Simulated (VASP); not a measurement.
A VASP 6.6.1 single-point calculation on CdS

INCAR

```
IBRION = -1
ISMEAR = -1
EDIFF = 1E-7
METAGGA = RSCAN
NBANDS = 16
LASPH = .TRUE.
NELM = 97
LCHARG = .FALSE.
LWAVE = .FALSE.
NSW = 0
LREAL = .FALSE.
SIGMA = 0.02
ISIF = 2
ENCUT = 520
PREC = Accurate
```

KPOINTS

```
KPOINTS created by Atomic Simulation Environment
0
Gamma
8 8 8
0 0 0
```

POSCAR

```
Cd S
 1.0000000000000000
     0.0000000000000000    2.9686069915000002    2.9686069915000002
     2.9686069915000002    0.0000000000000000    2.9686069915000002
     2.9686069915000002    2.9686069915000002    0.0000000000000000
 Cd  S
   1   1
Cartesian
  0.0000000000000000  0.0000000000000000  0.0000000000000000
  1.4843034957500001  1.4843034957500001  1.4843034957500001
```

The recommended PBE PAW datasets give the neutral cell 18 valence electrons.

Command

```
mpirun -np 1 vasp_std
```

Question: How does this run end, and what does it give?

Answer: It converged. Results: gap between bands v and c on the k mesh 1.44 eV; least direct gap on the k mesh 1.44 eV; pressure -1.6 GPa. Band v is the last that the valence electrons fill when counted band by band, and c is the next.

OSZICAR

```
N       E                     dE             d eps       ncg     rms          rms(c)
DAV:   1     0.622824548054E+02    0.62282E+02   -0.91869E+03   944   0.104E+03
DAV:   2    -0.501468772172E+02   -0.11243E+03   -0.10610E+03  1088   0.253E+02
DAV:   3    -0.546060115569E+02   -0.44591E+01   -0.44496E+01  1200   0.529E+01
DAV:   4    -0.546321351199E+02   -0.26124E-01   -0.26122E-01  1128   0.395E+00
DAV:   5    -0.546324823720E+02   -0.34725E-03   -0.34725E-03  1200   0.433E-01    0.689E+00
DAV:   6    -0.497442076490E+02    0.48883E+01   -0.29421E+00   992   0.245E+01    0.848E+00
DAV:   7    -0.497109397636E+02    0.33268E-01   -0.27492E-01  1152   0.525E+00    0.521E+00
DAV:   8    -0.497259855252E+02   -0.15046E-01   -0.56879E-02  1152   0.261E+00    0.123E+00
DAV:   9    -0.497301459820E+02   -0.41605E-02   -0.60758E-03  1200   0.663E-01    0.172E-01
DAV:  10    -0.497304458390E+02   -0.29986E-03   -0.24207E-03  1176   0.497E-01    0.187E-01
DAV:  11    -0.497303701247E+02    0.75714E-04   -0.14769E-04  1056   0.172E-01    0.113E-01
DAV:  12    -0.497303379648E+02    0.32160E-04   -0.17960E-04  1184   0.148E-01    0.371E-02
DAV:  13    -0.497303377879E+02    0.17691E-06   -0.30515E-06  1152   0.162E-02    0.856E-03
DAV:  14    -0.497303373478E+02    0.44010E-06   -0.18441E-07   928   0.491E-03    0.186E-03
DAV:  15    -0.497303372755E+02    0.72317E-07   -0.35107E-08   608   0.157E-03
   1 F= -.49730337E+02 E0= -.49730337E+02  d E =-.692201E-11
```

For comparison, a separate PBE run of the intended cell, on usual settings and not on those above, gives a gap of 1.03 eV on its mesh and a pressure of 0.0 GPa.
